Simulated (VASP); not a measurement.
# InP (F-43m) in VASP: notebook

The runs below take InP through dielectric tensor, with PBE.

Everything below comes from runs of VASP 6.6.1. Logs are shortened: lines on timing, memory, paths and dates and some standing lists are left out, and cuts for length are marked.

## (1) The structure

The structure is cubic, space group F-43m (No. 216). The conventional cell has a = 5.861 Å, b = 5.861 Å, c = 5.861 Å, α = 90.00°, β = 90.00°, γ = 90.00°. In (site symmetry -43m) is surrounded by 4 P at 2.54 Å. Around P (site symmetry -43m) lie 4 In at 2.54 Å.

## (2) Dielectric tensor, PBE

File INCAR:

```
SYSTEM = InP
PREC = Accurate
ENCUT = 300
EDIFF = 1E-8
ISMEAR = 0
SIGMA = 0.01
LREAL = .False.
LASPH = .True.
NELM = 100
ALGO = Normal
ISIF = 2
LWAVE = .False.
LCHARG = .False.
GGA = PE
LEPSILON = .True.
```

File KPOINTS:

```
regular mesh
0
Gamma
  8 8 8
  0 0 0
```

File POSCAR:

```
InP
1.0
    0.0000000000      2.9305000000      2.9305000000
    2.9305000000      0.0000000000      2.9305000000
    2.9305000000      2.9305000000      0.0000000000
In P
1 1
Direct
    0.0000000000      0.0000000000      0.0000000000
    0.7500000000      0.7500000000      0.7500000000
```

Potentials or basis: VASP PAW PBE potentials, release 64 (In_d, P).

The run is started by

```sh
> cat potpaw_PBE.64/In_d/POTCAR potpaw_PBE.64/P/POTCAR > POTCAR
> mpirun -np 1 vasp_std > vasp.out
```

OUTCAR:

```text
SYSTEM = InP
   PREC = Accurate
   ENCUT = 300
   EDIFF = 1E-8
   ISMEAR = 0
   LREAL = .False.
   LASPH = .True.
   NELM = 100
   ISIF = 2
   GGA = PE
   LEPSILON = .True.

 Found     29 irreducible k-points:

 Following reciprocal coordinates:
            Coordinates               Weight
  0.000000  0.000000  0.000000      1.000000
  0.125000  0.000000  0.000000      8.000000
  0.250000  0.000000  0.000000      8.000000
  0.375000  0.000000  0.000000      8.000000
  0.500000  0.000000  0.000000      4.000000
  0.125000  0.125000  0.000000      6.000000
   k-points           NKPTS =     29   k-points in BZ     NKDIM =     29   number of bands    NBANDS=     13
   number of dos      NEDOS =    301   number of ions     NIONS =      2
   total plane-waves  NPLWV =  13824
   dimension x,y,z NGX =    24 NGY =   24 NGZ =   24
   dimension x,y,z NGXF=    48 NGYF=   48 NGZF=   48
   ions per type =               1   1
   NGX,Y,Z   is equivalent  to a cutoff of   9.63,  9.63,  9.63 a.u.
   NGXF,Y,Z  is equivalent  to a cutoff of  19.25, 19.25, 19.25 a.u.
 SYSTEM =  InP
   PREC   = accura    normal or accurate (medium, high low for compatibility)
   ISTART =      0    job   : 0-new  1-cont  2-samecut
   ICHARG =      2    charge: 1-file 2-atom 10-const
   ISPIN  =      1    spin polarized calculation?
   LNONCOLLINEAR =      F non collinear calculations
   LSORBIT =      F    spin-orbit coupling
   LASPH  =      T    aspherical Exc in radial PAW
   ENCUT  =  300.0 eV  22.05 Ry    4.70 a.u.   5.85  5.85  5.85*2*pi/ulx,y,z
   NELM   =    100;   NELMIN=  2; NELMDL= -5     # of ELM steps
   EDIFF  = 0.1E-07   stopping-criterion for ELM
   LREAL  =      F    real-space projection
   EDIFFG = 0.1E-06   stopping-criterion for IOM
   NSW    =      0    number of steps for IOM
   IBRION =     -1    ionic relax: 0-MD 1-quasi-New 2-CG
   NFREE  =      0    steps in history (QN), initial steepest desc. (CG)
   ISIF   =      2    stress and relaxation
   ISYM   =      2    0-nonsym 1-usesym 2-fastsym
   POTIM  = 0.5000    time-step for ionic-motion
   TEBEG  =    0.0;   TEEND  =   0.0 temperature during run
   PSTRESS=    0.0 pullay stress
   NELECT =      18.0000    total number of electrons
   NUPDOWN=      -1.0000    fix difference up-down
   EMIN   =  10.00;   EMAX   =-10.00  energy-range for DOS
   EFERMI =   0.00;   METHOD = LEGACY
   ISMEAR =     0;   SIGMA  =   0.01  broadening in eV -4-tet -1-fermi 0-gaus
   EFERMI_NEDOS =   21; number of points for ismear=-14 and -15
   IALGO  =     38    algorithm
   IMIX   =      4    mixing-type and parameters
     AMIX     =   0.40;   BMIX     =  1.00
     AMIX_MAG =   1.60;   BMIX_MAG =  1.00
  volume/ion in A,a.u.               =      25.17       169.83
  Fermi-wavevector in a.u.,A,eV,Ry     =   1.162021  2.195901 18.371846  1.350293
  Thomas-Fermi vector in A             =   2.298587
   LORBIT       =      0    0 simple, 1 ext, 2 COOP (PROOUT), +10 PAW based schemes
   GGA     = PE    functional components
   LHFCALC =     F    Hartree Fock is set to
   AEXX    =    0.0000 exact exchange contribution
   IVDW    =     0    specifies the selected vdW correction
   LEPSILON=     T    determine dielectric tensor
   LRPA    =     F    only Hartree local field effects (RPA)
 non-spin polarized calculation
 Gauss-broadening in eV      SIGMA  =   0.01
  energy-cutoff  :      300.00
  volume of cell :       50.33
 maximum number of plane-waves:       609
   NGX = 11   NGY = 11   NGZ = 11

--------------------------------------- Ionic step        1  -------------------------------------------

 number of electron      18.0000024 magnetization

 E-fermi :   5.2826     XC(G=0):  -9.2830

 val. band max:        5.1906018109   @ k =   0.0000   0.0000   0.0000
 cond. band min:       5.8998022097   @ k =   0.0000   0.0000   0.0000
 fundamental gap:      0.7092003988
 Fermi energy:         5.2825633826

 k-point     1 :       0.0000    0.0000    0.0000
  band No.  band energies     occupation
      1      -8.9751      2.00000
      2      -8.9751      2.00000
      3      -8.9751      2.00000
      4      -8.8226      2.00000
      5      -8.8226      2.00000
      6      -6.3291      2.00000
      7       5.1906      2.00000
      8       5.1906      2.00000
      9       5.1906      2.00000
     10       5.8998      0.00000
     11       9.2831      0.00000
     12       9.2831      0.00000
     13       9.2831      0.00000

 k-point     2 :       0.1250    0.0000    0.0000
  band No.  band energies     occupation
      1      -8.9939      2.00000
      2      -8.9671      2.00000
      3      -8.9671      2.00000
      4      -8.8221      2.00000
      5      -8.8221      2.00000
      6      -6.1502      2.00000
      7       3.6519      2.00000
      8       5.0047      2.00000
      9       5.0047      2.00000
     10       6.8435      0.00000
     11       9.4365      0.00000
     12       9.5618      0.00000
     13       9.5618      0.00000

 k-point     3 :       0.2500    0.0000    0.0000
  band No.  band energies     occupation
      1      -9.0380      2.00000
      2      -8.9513      2.00000
      3      -8.9513      2.00000
      4      -8.8198      2.00000
      5      -8.8198      2.00000
      6      -5.6510      2.00000
      7       1.7502      2.00000
      8       4.6332      2.00000
      9       4.6332      2.00000
     10       6.9854      0.00000
     11       9.9852      0.00000
     12       9.9852      0.00000
     13      10.5122      0.00000

 k-point     4 :       0.3750    0.0000    0.0000
  band No.  band energies     occupation
      1      -9.0792      2.00000
      2      -8.9395      2.00000
      3      -8.9395      2.00000
      4      -8.8131      2.00000
      5      -8.8131      2.00000
      6      -4.9830      2.00000
      7       0.1593      2.00000
      8       4.3305      2.00000
      9       4.3305      2.00000
     10       6.7808      0.00000
     11      10.0522      0.00000
     12      10.0522      0.00000
     13      11.8529      0.00000

 k-point     5 :       0.5000    0.0000    0.0000
  band No.  band energies     occupation
      1      -9.0952      2.00000
      2      -8.9358      2.00000
      3      -8.9358      2.00000
      4      -8.8086      2.00000
      5      -8.8086      2.00000
      6      -4.6020      2.00000
      7      -0.5406      2.00000
      8       4.2187      2.00000
      9       4.2187      2.00000
     10       6.6900      0.00000
     11      10.0049      0.00000
     12      10.0049      0.00000
     13      12.2938      0.00000

 k-point     6 :       0.1250    0.1250    0.0000
  band No.  band energies     occupation
      1      -9.0079      2.00000
      2      -8.9598      2.00000
      3      -8.9598      2.00000
      4      -8.8285      2.00000
      5      -8.8172      2.00000
      6      -6.0913      2.00000
      7       3.6475      2.00000
      8       4.6750      2.00000
      9       4.6750      2.00000
     10       7.3739      0.00000
     11       8.6454      0.00000
     12      10.0159      0.00000
     13      10.0159      0.00000

 [... further k-points ...]

  FORCE on cell =-STRESS in cart. coord.  units (eV):
  Direction    XX          YY          ZZ          XY          YZ          ZX
  --------------------------------------------------------------------------------------
  -------------------------------------------------------------------------------------
  Total        0.9313033      0.9313033      0.9313033     -0.0000000     -0.0000000      0.0000000
  in kB       29.6446658     29.6446658     29.6446658     -0.0000000     -0.0000000      0.0000000
  external PRESSURE =      29.6446658 kB  Pullay stress =       0.0000000 kB

 VOLUME and BASIS-vectors are now :
 -----------------------------------------------------------------------------
  energy-cutoff  :      300.00
  volume of cell :       50.33
      direct lattice vectors                 reciprocal lattice vectors
     0.000000000  2.930500000  2.930500000    -0.170619348  0.170619348  0.170619348
     2.930500000  0.000000000  2.930500000     0.170619348 -0.170619348  0.170619348
     2.930500000  2.930500000  0.000000000     0.170619348  0.170619348 -0.170619348

 POSITION                                       TOTAL-FORCE (eV/Angst)
 -----------------------------------------------------------------------------------
      0.00000      0.00000      0.00000         0.000000      0.000000      0.000000
      4.39575      4.39575      4.39575        -0.000000     -0.000000     -0.000000
 -----------------------------------------------------------------------------------
    total drift:                               -0.000002     -0.000002     -0.000002

  FREE ENERGIE OF THE ION-ELECTRON SYSTEM (eV)
  ---------------------------------------------------
  free  energy   TOTEN  =        -8.3781155558 eV

  energy  without entropy=       -8.3781155558  energy(sigma->0) =       -8.37811556

 HEAD OF MICROSCOPIC STATIC DIELECTRIC TENSOR (INDEPENDENT PARTICLE, excluding Hartree and local field effects)
 ------------------------------------------------------
          15.089544     0.000000     0.000000
           0.000000    15.089544     0.000000
          -0.000000     0.000000    15.089544
 ------------------------------------------------------

 Free energy of the ion-electron system (eV)
  ---------------------------------------------------
  ---------------------------------------------------
  free energy    TOTEN  =        -2.02653602 eV

  energy without entropy =       -2.02653602

------------------------ aborting loop because EDIFF is reached ----------------------------------------

--------------------------------------- Ionic step        2  -------------------------------------------

------------------------ aborting loop because EDIFF is reached ----------------------------------------

--------------------------------------- Ionic step        3  -------------------------------------------

 Free energy of the ion-electron system (eV)
  ---------------------------------------------------
  ---------------------------------------------------
  free energy    TOTEN  =        -2.02653664 eV

  energy without entropy =       -2.02653664

------------------------ aborting loop because EDIFF is reached ----------------------------------------

 PIEZOELECTRIC TENSOR FIELD DIRECTION 3  (e Angst)
 -----------------------------------------------------------------------------
    -0.00054  2.71166  0.00000           (  0.00000  0.03066  0.00000)
     2.71166 -0.00054  0.00000           (  0.03066  0.00000  0.00000)
     0.00000  0.00000 -0.00103           (  0.00000  0.00000 -0.00000)

 PIEZOELECTRIC TENSOR FIELD DIRECTION 3  (C/m^2)
 -----------------------------------------------------------------------------
    -0.00017  0.86316  0.00000
     0.86316 -0.00017  0.00000
     0.00000  0.00000 -0.00033

 MACROSCOPIC STATIC DIELECTRIC TENSOR (including local field effects in DFT)
 ------------------------------------------------------
          14.677533    -0.000000     0.000000
          -0.000000    14.677533    -0.000000
           0.000000     0.000000    14.677533
 ------------------------------------------------------

 PIEZOELECTRIC TENSOR (including local field effects)  for field in x, y, z        (e  Angst)
          XX          YY          ZZ          XY          YZ          ZX
  --------------------------------------------------------------------------------
  x     0.00000     0.00000    -0.00000     0.00000     2.72099    -0.00000
  y     0.00000    -0.00000     0.00000    -0.00000     0.00000     2.72099
  z     0.00000    -0.00000    -0.00000     2.72099    -0.00000     0.00000

 PIEZOELECTRIC TENSOR (including local field effects)  for field in x, y, z        (C/m^2)
          XX          YY          ZZ          XY          YZ          ZX
  --------------------------------------------------------------------------------
  x     0.00000     0.00000    -0.00000     0.00000     0.86613    -0.00000
  y     0.00000    -0.00000     0.00000    -0.00000     0.00000     0.86613
  z     0.00000    -0.00000    -0.00000     0.86613    -0.00000     0.00000

 BORN EFFECTIVE CHARGES (including local field effects) (in |e|, cummulative output)
 ---------------------------------------------------------------------------------
 ion    1
    1     2.63452    -0.00000    -0.00000
    2    -0.00000     2.63452     0.00000
    3    -0.00000     0.00000     2.63452
 ion    2
    1    -2.63452     0.00000     0.00000
    2     0.00000    -2.63452    -0.00000
    3     0.00000    -0.00000    -2.63452
```

It took 64 s on 1 thread of Intel Xeon 6975P-C (Granite Rapids), shared host; peak memory 0.19 GiB.

These settings aren't checked as converged: the numbers below hold their error.

What came out:

| Item | Value |
| --- | --- |
| Band gap on the k mesh | 0.71 eV, direct |
| Electronic dielectric tensor (diagonal) | 14.68 |
| Born charges (mean of the diagonal) | In +2.63; P -2.63 e |

Caveat: the cutoff is under 1.25 times the usual one of these potentials, so pressure, stress and relaxed cells hold a basis-set (Pulay) error; spin-orbit coupling is left out, which moves the levels of the heavy elements.

## (3) Dielectric tensor, PBE

Edit INCAR of step 2 so:

```diff
@@ -2,3 +2,3 @@
 PREC = Accurate
-ENCUT = 300
+ENCUT = 600
 EDIFF = 1E-8
```

File KPOINTS:

```
regular mesh
0
Gamma
  6 6 6
  0 0 0
```

POSCAR is that of step 2.

Potentials or basis: VASP PAW PBE potentials, release 64 (In_d, P).

The run is started by

```sh
> cat potpaw_PBE.64/In_d/POTCAR potpaw_PBE.64/P/POTCAR > POTCAR
> mpirun -np 1 vasp_std > vasp.out
```

OUTCAR:

```text
SYSTEM = InP
   PREC = Accurate
   ENCUT = 600
   EDIFF = 1E-8
   ISMEAR = 0
   LREAL = .False.
   LASPH = .True.
   NELM = 100
   ISIF = 2
   GGA = PE
   LEPSILON = .True.

 Found     16 irreducible k-points:

 Following reciprocal coordinates:
            Coordinates               Weight
  0.000000  0.000000  0.000000      1.000000
  0.166667  0.000000  0.000000      8.000000
  0.333333  0.000000  0.000000      8.000000
  0.500000  0.000000  0.000000      4.000000
  0.166667  0.166667  0.000000      6.000000
  0.333333  0.166667  0.000000     24.000000
[... 237 lines left out ...]
    -0.00023  0.97160  0.00000
     0.97160 -0.00023  0.00000
     0.00000  0.00000 -0.00002

 MACROSCOPIC STATIC DIELECTRIC TENSOR (including local field effects in DFT)
 ------------------------------------------------------
          20.771323     0.000000     0.000000
           0.000000    20.771323     0.000000
           0.000000     0.000000    20.771323
 ------------------------------------------------------

 PIEZOELECTRIC TENSOR (including local field effects)  for field in x, y, z        (e  Angst)
          XX          YY          ZZ          XY          YZ          ZX
  --------------------------------------------------------------------------------
  x     0.00000    -0.00000     0.00000     0.00000     3.06672     0.00000
  y    -0.00000     0.00000     0.00000     0.00000    -0.00000     3.06672
  z     0.00000     0.00000     0.00000     3.06672     0.00000     0.00000

 PIEZOELECTRIC TENSOR (including local field effects)  for field in x, y, z        (C/m^2)
          XX          YY          ZZ          XY          YZ          ZX
  --------------------------------------------------------------------------------
  x     0.00000    -0.00000     0.00000     0.00000     0.97618     0.00000
  y    -0.00000     0.00000     0.00000     0.00000    -0.00000     0.97618
  z     0.00000     0.00000     0.00000     0.97618     0.00000     0.00000

 BORN EFFECTIVE CHARGES (including local field effects) (in |e|, cummulative output)
 ---------------------------------------------------------------------------------
 ion    1
    1     2.84062    -0.00000    -0.00000
    2    -0.00000     2.84062     0.00000
    3    -0.00000     0.00000     2.84062
 ion    2
    1    -2.84062     0.00000     0.00000
    2     0.00000    -2.84062    -0.00000
    3     0.00000    -0.00000    -2.84062
```

It took 2.6 min on 1 thread of Intel Xeon 6975P-C (Granite Rapids), shared host; peak memory 0.29 GiB.

These settings aren't checked as converged: the numbers below hold their error.

What came out:

```yaml
Band_gap_on_the_k_mesh: 0.71 eV, direct
Electronic_dielectric_tensor_diagonal: 20.77
Born_charges_mean_of_the_diagonal: In +2.84; P -2.84 e
```

Caveat: spin-orbit coupling is left out, which moves the levels of the heavy elements.

## (4) The reference run

An earlier run on the cell as given: functional PBEsol; potentials or basis VASP PAW PBE potentials, release 64 (In_d, P); cutoff 520 eV; k mesh 8 × 8 × 8; occupations fermi-dirac, width 0.05 eV; no spin polarisation.

- Pressure: 0.6 GPa
- Band gap on the k mesh: 0.61 eV, direct
